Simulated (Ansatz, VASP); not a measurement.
# Cross-check of WS2 between VASP and Ansatz

Wanted: the spread between two codes on one cell, functional and k mesh. The cell is taken from a series of runs on this material, whose earlier steps may have relaxed, scaled, displaced or heated it; both programs get it as it stands.

Main program and level: Ansatz 0.2.0; plane waves, with VASP 6.6.1 beside it; PBE.

### 1. Starting point

The cell holds 3 atoms: 1 W and 2 S. Its edges and angles: a = 3.187 Å, b = 3.187 Å, c = 18.140 Å, α = 90.0°, β = 90.0°, γ = 120.0°. Vacuum lies along c.

### 2. VASP: single point, PBE

A single point takes one fixed geometry, so differences don't come from the geometry; what else differs is listed under the comparison.

Lines of VASP's logs that name or quote its potential files are left out, and so is its time.

INCAR

```
SYSTEM = WS2
PREC = Accurate
ENCUT = 600
EDIFF = 1E-06
NELM = 120
ISMEAR = -1
SIGMA = 0.05
LREAL = .FALSE.
ALGO = Normal
GGA = PE
NBANDS = 15
LASPH = .TRUE.
LORBIT = 11
LWAVE = .FALSE.
LCHARG = .FALSE.
ISIF = 2
GGA_COMPAT = .FALSE.
EFERMI = MIDGAP
```

POSCAR

```
WS2
1.0
    3.1873655038      0.0000000000      0.0000000000
   -1.5936827519      2.7603394975      0.0000000000
    0.0000000000      0.0000000000     18.1400000000
W S
1 2
Direct
    0.0000000000      0.0000000000      0.5000000000
    0.6666666667      0.3333333333      0.4133847770
    0.6666666667      0.3333333333      0.5866152230
```

KPOINTS

```
Automatic mesh
0
Gamma
10 10 1
0 0 0
```

PAW data sets: W and S (PBE family, release 64).

Started as:

```
$ mpirun -np 1 vasp_std
```

Numbers of over 12 decimals in the logs are rounded to 6 here.

Log:

```text
[banner, memory and clock lines left out]
running    1 mpi-ranks, on    1 nodes
 distrk:  each k-point on    1 cores,    1 groups
 distr:  one band on    1 cores,    1 groups

 POSCAR found type information on POSCAR W S
 POSCAR found :  2 types and       3 ions
 LDA part: xc-table for (Slater+PW92), standard interpolation
 POSCAR, INCAR and KPOINTS ok, starting setup
 FFT: planning ... GRIDC
 FFT: planning ... GRID_SOFT
 FFT: planning ... GRID
 WAVECAR not read
 entering main loop
       N       E                     dE             d eps       ncg     rms          rms(c)
DAV:   1     0.130494231712E+03    0.13049E+03   -0.69423E+03   420   0.102E+03
DAV:   2    -0.103718317918E+02   -0.14087E+03   -0.12973E+03   656   0.192E+02
DAV:   3    -0.249094166453E+02   -0.14538E+02   -0.14396E+02   588   0.702E+01
DAV:   4    -0.252059183193E+02   -0.29650E+00   -0.29590E+00   533   0.119E+01
DAV:   5    -0.252132711178E+02   -0.73528E-02   -0.73502E-02   624   0.179E+00    0.270E+01
DAV:   6    -0.239458267752E+02    0.12674E+01   -0.36069E+00   637   0.138E+01    0.117E+01
DAV:   7    -0.238058297675E+02    0.14000E+00   -0.11111E+00   546   0.857E+00    0.605E+00
DAV:   8    -0.237288672850E+02    0.76962E-01   -0.16102E-01   595   0.343E+00    0.911E-01
DAV:   9    -0.237273684440E+02    0.14988E-02   -0.26591E-02   588   0.113E+00    0.457E-01
DAV:  10    -0.237255963748E+02    0.17721E-02   -0.64979E-03   581   0.570E-01    0.199E-01
DAV:  11    -0.237254953395E+02    0.10104E-03   -0.53390E-04   574   0.187E-01    0.659E-02
DAV:  12    -0.237253016754E+02    0.19366E-03   -0.27318E-04   581   0.999E-02    0.382E-02
DAV:  13    -0.237253131538E+02   -0.11478E-04   -0.41207E-05   553   0.395E-02    0.235E-02
DAV:  14    -0.237254443986E+02   -0.13124E-03   -0.36186E-05   497   0.305E-02    0.312E-02
DAV:  15    -0.237254655538E+02   -0.21155E-04   -0.88565E-06   518   0.169E-02    0.636E-03
DAV:  16    -0.237254925660E+02   -0.27012E-04   -0.74964E-06   511   0.108E-02    0.829E-03
DAV:  17    -0.237254956198E+02   -0.30539E-05   -0.72726E-07   508   0.437E-03    0.234E-03
DAV:  18    -0.237255279354E+02   -0.32316E-04   -0.19082E-06   469   0.476E-03    0.192E-03
DAV:  19    -0.237255330372E+02   -0.51017E-05   -0.11235E-07   476   0.189E-03    0.152E-03
DAV:  20    -0.237255453884E+02   -0.12351E-04   -0.10688E-06   418   0.296E-03    0.109E-03
DAV:  21    -0.237255464310E+02   -0.10426E-05   -0.55066E-08   434   0.106E-03    0.141E-04
DAV:  22    -0.237255470719E+02   -0.64095E-06   -0.32796E-08   364   0.519E-04
   1 F= -.23725547E+02 E0= -.23725547E+02  d E =-.275532E-09
```

Parts of OUTCAR (step 2):

```text
ion  position               nearest neighbor table
   1  0.000  0.000  0.500-   2 2.42   3 2.42   2 2.42   3 2.42   2 2.42   3 2.42
   2  0.667  0.333  0.413-   1 2.42   1 2.42   1 2.42
   3  0.667  0.333  0.587-   1 2.42   1 2.42   1 2.42

  LATTYP: Found a hexagonal cell.
 ALAT       =     3.1873655038
 C/A-ratio  =     5.6912205326

 Subroutine GETGRP returns: Found 12 space group operations
 (whereof 12 operations were pure point group operations)

The static configuration has the point symmetry D_3h.

 Found     14 irreducible k-points:

   k-points           NKPTS =     14   k-points in BZ     NKDIM =     14   number of bands    NBANDS=     15

   dimension x,y,z NGX =    28 NGY =   28 NGZ =  150
   dimension x,y,z NGXF=    56 NGYF=   56 NGZF=  300

   ENCUT  =  600.0 eV  44.10 Ry    6.64 a.u.   6.37  6.37 36.23*2*pi/ulx,y,z

   NELECT =      18.0000    total number of electrons

 k-points in reciprocal lattice and weights: Automatic mesh
   0.00000000  0.00000000  0.00000000       0.010
   0.10000000  0.00000000  0.00000000       0.060
   0.20000000  0.00000000  0.00000000       0.060
   0.30000000  0.00000000  0.00000000       0.060
   0.40000000  0.00000000  0.00000000       0.060
   0.50000000  0.00000000  0.00000000       0.030
   0.10000000  0.10000000  0.00000000       0.060
   0.20000000  0.10000000  0.00000000       0.120
   0.30000000  0.10000000  0.00000000       0.120
[...]
0.40000000  0.20000000  0.00000000       0.060
   0.30000000  0.30000000  0.00000000       0.060

 average (electrostatic) potential at core
       1 -47.6316       2 -93.3332       3 -93.3332

 E-fermi :  -0.9456

 k-point     1 :       0.0000    0.0000    0.0000
  band No.  band energies     occupation
    ...
      5      -4.7097      2.00000
      6      -3.9689      2.00000
      7      -3.4834      2.00000
      8      -3.4834      2.00000
      9      -1.9343      2.00000
     10       0.9974      0.00000
     11       0.9974      0.00000
     12       1.1418      0.00000
     13       1.1418      0.00000
     14       3.0939      0.00000
    ...

 k-point     2 :       0.1000    0.0000    0.0000
  band No.  band energies     occupation
    ...
      5      -4.5513      2.00000
      6      -4.4883      2.00000
      7      -3.7322      2.00000
      8      -3.2546      2.00000
      9      -2.0238      2.00000
     10       0.7768      0.00000
     11       0.8751      0.00000
     12       1.0010      0.00000
     13       1.2892      0.00000
     14       3.4622      0.00000
    ...

 k-point     3 :       0.2000    0.0000    0.0000
  band No.  band energies     occupation
    ...
      5      -5.2837      2.00000
      6      -4.2646      2.00000
      7      -4.1321      2.00000
      8      -3.3588      2.00000
      9      -2.4329      2.00000
     10       0.4066      0.00000
     11       0.7359      0.00000
     12       1.0167      0.00000
     13       1.8945      0.00000
     14       4.0716      0.00000
    ...

  Total       -0.2387615     -0.2387615     -0.2135875     -0.0000000      0.0000000     -0.0000000
  in kB       -2.3968626     -2.3968626     -2.1441476     -0.0000000      0.0000000     -0.0000000
  external PRESSURE =      -2.3126243 kB  Pullay stress =       0.0000000 kB

  energy-cutoff  :      600.00
  volume of cell :      159.60
      direct lattice vectors                 reciprocal lattice vectors
     3.187365504  0.000000000  0.000000000     0.313738728  0.181137139  0.000000000
    -1.593682752  2.760339497  0.000000000     0.000000000  0.362274279  0.000000000
     0.000000000  0.000000000 18.140000000     0.000000000  0.000000000  0.055126792

 POSITION                                       TOTAL-FORCE (eV/Angst)
 -----------------------------------------------------------------------------------
      0.00000      0.00000      9.07000         0.000000     -0.000000      0.000000
      1.59368      0.92011      7.49880        -0.000000      0.000000      0.065374
      1.59368      0.92011     10.64120        -0.000000      0.000000     -0.065374
 -----------------------------------------------------------------------------------
    total drift:                               -0.000000      0.000000      0.000000

  FREE ENERGIE OF THE ION-ELECTRON SYSTEM (eV)
  ---------------------------------------------------
  free  energy   TOTEN  =       -23.7255470719 eV

  energy  without entropy=      -23.7255470717  energy(sigma->0) =      -23.72554707

 total charge
# of ion       s       p       d       tot
------------------------------------------
    1        0.559   0.697   4.208   5.463
    2        1.358   2.356   0.000   3.714
    3        1.358   2.356   0.000   3.714
--------------------------------------------------
tot          3.275   5.408   4.208  12.891

[... 3 further parts left out ...]
```

### 3. Ansatz: single point, PBE

Ansatz runs on its default PAW (the set named soft_2) files.

The same cell, functional, mesh and smearing now go to Ansatz, which takes its cutoff from its data sets.

input.yaml

```yaml
crystal:
  lattice:
    - [3.1873655038, 0.0, 0.0]
    - [-1.5936827519, 2.7603394975, 0.0]
    - [0.0, 0.0, 18.14]
  atoms:
    - { symbol: W, position: [0.0, 0.0, 0.5] }
    - { symbol: S, position: [0.6666666667, 0.3333333333, 0.413384777] }
    - { symbol: S, position: [0.6666666667, 0.3333333333, 0.586615223] }
kpoints:
  mp_grid: { grid: [10, 10, 1] }
  band_path:
    path:
      - [0.0, 0.0, 0.0]
      - [0.5, 0.0, 0.0]
      - [0.33333333, 0.33333333, 0.0]
      - [0.0, 0.0, 0.0]
    npoints: 20
scf:
  occupations: { method: fermi_dirac, width: 0.05 }
  n_extra_bands: 7
hamiltonian:
  xc: pbe
  pseudopotentials: { kind: paw }
output:
  forces: true
  stress: true
  populations: true
  write_bands: true
  write_density: true
  write_potential: true
  elf: true
  volumetric_format: npy
```

Started as:

```
$ ansatz run input.yaml --threads 4 --pin off --max-ram 8192MiB --backend cpu --events-out ev --progress --plain --runs-dir out
```

Log:

```text
scf.n_extra_bands = 7 over 13 filled bands (N_el = 26.0): the run solves 20 bands
Engine: ansatz 0.2.0, aarch64-unknown-linux-gnu
Pseudopotentials: kind: paw
Pseudopotential: W, paw, valence charge 14, recommended cutoff 420 eV (normal), W.paw.azcp
Pseudopotential: S, paw, valence charge 6, recommended cutoff 420 eV (normal), S.paw.azcp
Functional definition: PBE
  parameter kappa = 0.804
  parameter beta = 0.066725
  exchange = pbe_x(kappa = kappa, mu = beta*pi^2/3)
  correlation = pbe_c(beta = beta)
Crystal: 3 atoms, lattice volume = 159.600 Å³
Basis set: ecut = 420 eV, 3145 PW (Γ), exchange–correlation on 48×48×250 points (8 copies of the dense FFT grid, shifted against one another)
Bands: 20, of which v1, the nominal top of the filled ones, is band 13 counted from 1 (12 counted from 0)
Symmetry: 12 space group operations
Space group: P-6m2 (ITA 187), of the structure as read, at distance tolerance 5.4e-5 Å
k-points: 14 of 100 (time reversal used)
Non-local potential: W, projectors of the file, l = 0: 3, l = 1: 2, l = 2: 2, l = 3: 1
Non-local potential: S, projectors of the file, l = 0: 2, l = 1: 2, l = 2: 2
PAW form: soft (Blöchl's): semilocal exchange-correlation on the pseudo side does not see the compensation charge
PAW one-centre angular grid: W, 590 points (default); XC on 64 Gauss nodes
PAW one-centre angular grid: S, 110 points (default); XC on 64 Gauss nodes
Initial density: superposition of atomic densities (neutral atoms: chi_scale 0, normalization atom), corrected by the library's trained network
Initial wavefunctions: pseudopotential atomic-orbital guess
Functional: x = pbe(κ = 0.804, μ = 0.219515), c = pbe(β = 0.066725)
SCF iter   1: F=—  HF=-12191.430809 eV  |F-HF|=—  |Δ(HF+E_count)|=         —  Δρ=3.28e-3  dr2=1.90e-2  ethr=1.77e-3  ⟨swp⟩=9.0  Hψ=1935  notcnv=0  defer=1
preconditioner: auto → none  [insulator: Δε(μ)=1.999 eV  Ē_g=10.263 eV  σ=0.050 eV  W_gap=1.00  n_scr=10 (ndim 8)  ℏωp=12.5 eV  f_vac=0.632  D(μ)=0.00/eV (n_scr^D=0)  ε∞_Penn≈2.5]
SCF iter   2: F=—  HF=-12191.442246 eV  |F-HF|=—  |Δ(HF+E_count)|=   1.14e-2  Δρ=3.26e-3  dr2=5.24e-2  ethr=7.31e-5  ⟨swp⟩=3.6  Hψ=690  notcnv=0  defer=28
SCF iter   3: F=—  HF=-12191.435450 eV  |F-HF|=—  |Δ(HF+E_count)|=   6.80e-3  Δρ=1.26e-3  dr2=2.23e-3  ethr=7.31e-5  ⟨swp⟩=2.1  Hψ=413  notcnv=0  defer=28
SCF iter   4: F=—  HF=-12191.437129 eV  |F-HF|=—  |Δ(HF+E_count)|=   1.68e-3  Δρ=2.68e-4  dr2=6.07e-5  ethr=8.57e-6  ⟨swp⟩=2.1  Hψ=391  notcnv=0  defer=28
SCF iter   5: F=—  HF=-12191.437054 eV  |F-HF|=—  |Δ(HF+E_count)|=   7.49e-5  Δρ=7.04e-5  dr2=2.23e-6  ethr=2.33e-7  ⟨swp⟩=2.9  Hψ=539  notcnv=0  defer=28
SCF iter   6: F=—  HF=-12191.437062 eV  |F-HF|=—  |Δ(HF+E_count)|=   8.32e-6  Δρ=1.02e-5  dr2=1.11e-7  ethr=8.57e-9  ⟨swp⟩=2.6  Hψ=464  notcnv=0  defer=28
iter 7 met the thresholds in force, and the SCF goes on: an eigenvalue changes by 11.70 meV, over its tolerance of 10.00 meV (output.eigenvalues, Limitations)
SCF iter   7: F=-12191.437062 eV  HF=-12191.437062 eV  |F-HF|=1.64e-8  |Δ(HF+E_count)|=   1.44e-7  Δρ=1.67e-6  dr2=3.02e-9  ethr=3.85e-10  ⟨swp⟩=18.9  Hψ=2460  notcnv=0
SCF iter   8: F=-12191.437062 eV  HF=-12191.437062 eV  |F-HF|=1.89e-9  |Δ(HF+E_count)|=   1.55e-8  Δρ=3.78e-7  dr2=3.56e-10  ethr=1.16e-11  ⟨swp⟩=9.5  Hψ=1875  notcnv=0
SCF 1 converged in 8 iterations: F = -12191.437062 eV  dr2 = 3.56e-10
  greatest PAW one-centre occupation: 1.000 electrons in one spin orbital (limit 2), on the W atom at site 0 (counted from 0), in its partial waves of l = 0
NSCF: frozen V_eff on 61 k-points
WARN: The output density's exchange-correlation potential varies sharply where the density is thin. Do not read a vacuum level from v_tot or v_xc, or from such a field of the output density. On a cell that repeats whose density bears no net charge and no dipole along the vacuum's axis use v_es (v_loc + v_h of the components); under efield.dipole_correction with no amplitude use v_es + v_field, which holds any externa [...]
SCF converged after 8 iterations
an eigenvalue changed by more than its tolerance at an iteration that met the thresholds in force, so the SCF went on 1 time: the last check found none over its tolerance
Free energy (F): -12191.437062 eV
Harris-Foulkes:  -12191.437062 eV  (|F-HF|=1.89e-9)
Internal energy: -12191.437062 eV  (E = F + TS)
E sigma→0 (E₀):  -12191.437062 eV
Fermi energy:    0.845385 eV
--- Per-component energies (eV) ---
  E_band       = -476.541107
  E_kinetic    = 664.994138
  E_local      = -13644.735995  (includes V_loc(G=0)·N_el)
  E_nonlocal   = 57.243371
  E_hartree    = 6497.640362
  E_xc         = -461.628036
  E_vxc        = -414.304453  (∫ρ·V_xc dr)
  E_paw        = -9763.056789  (= ΣΔE_a)
  E_vpaw       = -135.020582  (= ΣTr[D̂ρ^β])
  E_aug_tail   = -0.000060  (compensation charges beyond the density's cutoff)
  E_ewald      = 4458.105947
  E_smearing   = -0.000000  (= −TS)
  E_closure    = -0.000000  (closes the sum)
  Σ components = -12191.437062   (vs F -12191.437062, Δ=0.00e0)
--- Forces (eV/Å), atoms counted from 1 ---
  atom   1  W     -0.00000000    -0.00000000     0.00000000
  atom   2  S      0.00000000    -0.00000000     0.00071363
  atom   3  S      0.00000000     0.00000000    -0.00071363
  max |Σ_I F_I| component: 3.24e-17 eV/Å
--- Stress (GPa, compression-positive) ---
        0.000884       0.000000      -0.000000
       -0.000000       0.000884       0.000000
       -0.000000       0.000000      -0.002402
  P = ⅓ Tr σ = -0.0002 GPa (-0.002 kbar)
--- Band table (eV; the first three rows and the last of 14) ---
  k-point 0: bands = [... 9 lower, -2.2072, -1.7250, -1.7250, -0.1480, 2.7635, 2.7635, 2.9122, 2.9122, ... 3 higher]
  k-point 1: bands = [... 9 lower, -2.7310, -1.9740, -1.4908, -0.2379, 2.5468, 2.6432, 2.7720, 3.0588, ... 3 higher]
  k-point 2: bands = [... 9 lower, -2.5066, -2.3721, -1.5885, -0.6513, 2.1790, 2.5107, 2.7862, 3.6728, ... 3 higher]
  k-point 13: bands = [... 9 lower, -3.9196, -3.4096, -2.3754, -0.2616, 1.8951, 3.2681, 3.7382, 5.2740, ... 3 higher]
--- Löwdin populations: 3 sites ---
  site symbol       q [e]
     0      W     13.5218
     1      S      6.1198
     2      S      6.1198
  spilling = 0.009179 (of n_electrons = 26.000000)
```

### 4. Differences

Known differences besides the potentials themselves: the data sets hold 26 valence electrons in Ansatz (on its default PAW (the set named soft_2) files) and 18 in VASP; the cutoff is 420 eV in Ansatz and 600 eV in VASP. Total energies have different zeros and are not compared.

The two programs side by side:

```tsv
quantity	Ansatz	VASP	difference
pressure (GPa)	0.00	-0.23	+0.23
gap on the k mesh (eV)	2.043	2.052	-0.009
```

Forces (eV/Å; atoms numbered as in POSCAR):

```tsv
atom	Ansatz x, y, z	VASP x, y, z
W1	0.000, 0.000, 0.000	0.000, 0.000, 0.000
S2	0.000, 0.000, 0.001	0.000, 0.000, 0.065
S3	0.000, 0.000, -0.001	0.000, 0.000, -0.065
```

The forces differ by 30 meV/Å r.m.s., where the r.m.s. force is 0.000 eV/Å in Ansatz and 0.031 eV/Å in VASP: the atoms lie near their places of rest in Ansatz, so a percentage would say little (all taken over all components). A gap on the mesh is an upper bound, since the band edges may lie between its points; neither run holds spin-orbit coupling, which can move the band edges of a compound of W. Where the cell holds vacuum, a pressure given here is an average over it and none of the material.

### 5. What the set-up changes

Further runs change the set-up of one program: Ansatz's method, potentials or start, or VASP's data sets, cutoff or form of LDA. The table gives Ansatz less VASP for each quantity, since a change that brings one quantity closer may part another.

```tsv
run	r.m.s. force difference (meV/Å)	pressure (GPa)	gap on the k mesh (eV)
as above	30	0.23	-0.0085
VASP with the data sets W_sv and S and a cutoff of 500 eV	1.7	0.015	-0.012
```

### 6. Outcome

| Property | Result |
| --- | --- |
| r.m.s. force difference (single point, PBE) | 30 meV/Å |

What this shows: The r.m.s. force difference is 30 meV/Å (single point, PBE), beyond the 12 meV/Å picked in this series as the mark of a large difference. The data sets hold unlike numbers of valence electrons (26 in Ansatz and 18 in VASP), so part of the differences may come from the potentials. Single point, PBE, VASP with the data sets W_sv and S and a cutoff of 500 eV: r.m.s. force difference goes from 30 to 1.7 meV/Å; the difference in pressure goes from 0.23 to 0.015 GPa; the difference in gap on the k mesh goes from -0.0085 to -0.012 eV. How closely two codes agree says nothing of how well the functional describes the real material.

[Lines on the potential files, build, host, timing and source positions are cut from VASP's logs without a mark.]

[Logs are printed without paths, hosts, clocks, repeated set-up lines and the standing remarks that a program may print on its own settings, such as how far it seeks lower states.]

[Hosts, paths, dates, database ids (printed as entryN), source tags and the programs' standing remarks are cut or masked in the printed files.]
